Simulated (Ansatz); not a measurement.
**Levels of theory for SnS2 (CdI2 type)**

Measured values to be reproduced:
- lattice constant a: 3.6456 ± 0.0004 Å (a axis; 300 K; quoted from earlier structure determination; literature value quoted from an earlier structure determination; quoted in “Relating chemical bonding to physical properties: The origin of unexpected isotropic properties in layered materials”, 2018, arxiv:1807.00599)
- lattice constant c: 5.8934 ± 0.0011 Å (c axis; 300 K; quoted from earlier structure determination; literature value quoted from an earlier structure determination; quoted in “Relating chemical bonding to physical properties: The origin of unexpected isotropic properties in layered materials”, 2018, arxiv:1807.00599)

The calculated numbers come from Ansatz. Calculated for a static, non-magnetic cell.

Structure: SnS2, CdI2 type, at its r2SCAN+rVV10 minimum. It is trigonal, P-3m1 (No. 164); conventional cell a = 3.661 Å, c = 5.962 Å, 23.06 Å³ an atom. Around Sn lie 6 S at 2.57 Å; around S lie 3 Sn at 2.57 Å.

```
Sn S
1.0
     3.66075    0.00000    0.00000
    -1.83038    3.17031    0.00000
     0.00000    0.00000    5.96178
Sn S
1 2
Direct
  0.00000 0.00000 0.00000
  0.33333 0.66667 0.24559
  0.66667 0.33333 0.75441
```

Relaxed lattice by functional, symmetry kept:
```csv
functional,k mesh,a (Å),c (Å),volume (Å³/atom)
PBE-D3(BJ),12×12×4,3.669,5.810,22.57
r2SCAN+rVV10,12×12×4,3.661,5.962,23.06
PBE-D4,12×12×4,3.668,5.804,22.53
```

Band edges at fixed r2SCAN+rVV10 geometry:
```csv
level,k mesh,gap (eV),kind,edges,least direct gap (eV)
LDA,12×12×4,1.24,indirect,"K–Γ (0.77) → (0, 0.464, 0.323)",1.69
PBE+SOC,12×12×4,1.43,indirect,"K–Γ (0.77) → (0, 0.464, 0.323)",1.92
r2SCAN,12×12×4,1.75,indirect,"K–Γ (0.77) → (0, 0.464, 0.323)",2.25
HSE06,6×6×4,2.32,indirect,"K–Γ (0.77) → (0, 0.464, 0.323)",2.77
DDH-PBE0,6×6×4,2.27,indirect,"K–Γ (0.77) → (0, 0.464, 0.323)",2.74
PBE0,6×6×4,3.01,indirect,"K–Γ (0.77) → (0, 0.464, 0.323)",3.47
r2SCAN0,6×6×4,3.21,indirect,"K–Γ (0.77) → (0, 0.464, 0.323)",3.67
Hartree-Fock,6×6×4,8.31,indirect,"(0, 1/6, -1/4) → (0, 0.464, 0.323)",8.76
```
Wave cutoffs: 420 eV, 500 eV (r2SCAN, r2SCAN0).
Points off the special ones are mesh points or PBE's searched band edges, reused at the other levels. PBE's own run along the path (1.46 eV) came before the search for the edges and missed one, so it isn't listed. Set aside, since their points miss a band edge that the other levels read or their mesh is too coarse: HSE06+SOC.

The HSE06 gap is indirect, 2.32 eV (K–Γ (0.77 of the way from K) to k = (0, 0.464, 0.323)), below the direct gap of 2.77 eV at L–M (0.50 of the way from L).

All these functionals give a gap of the same kind, indirect.

r2SCAN (ground state on 6×6×4): The clamped-ion dielectric constant comes out as 7.50 along x and y, 5.18 along z. Born charges, averaged over directions: Sn +3.86, S -1.93 e. PBE (ground state on 6×6×4): ε∞: 8.27 along x and y, 5.69 along z. Born charges, averaged over directions: Sn +3.86, S -1.93 e.

Comparison with experiment:
- Lattice constant a, measured 3.6456 Å: PBE-D3(BJ) 3.669 (+0.6 %), r2SCAN+rVV10 3.661 (+0.4 %), PBE-D4 3.668 (+0.6 %).
- Lattice constant c, measured 5.8934 Å: PBE-D3(BJ) 5.810 (-1.4 %), r2SCAN+rVV10 5.962 (+1.2 %), PBE-D4 5.804 (-1.5 %).
The calculated lattice is static; the measured one holds thermal expansion and zero-point motion. Reports marked as nanostructured, strained, doped, implanted or mixed samples, and transport gaps, were set aside.

Only the levels marked +SOC include spin-orbit coupling.

Coordinates of k points refer to the reciprocal vectors of the primitive cell of the runs.

The meshes of the hybrids are coarse, so their gaps aren't converged to the digits shown.
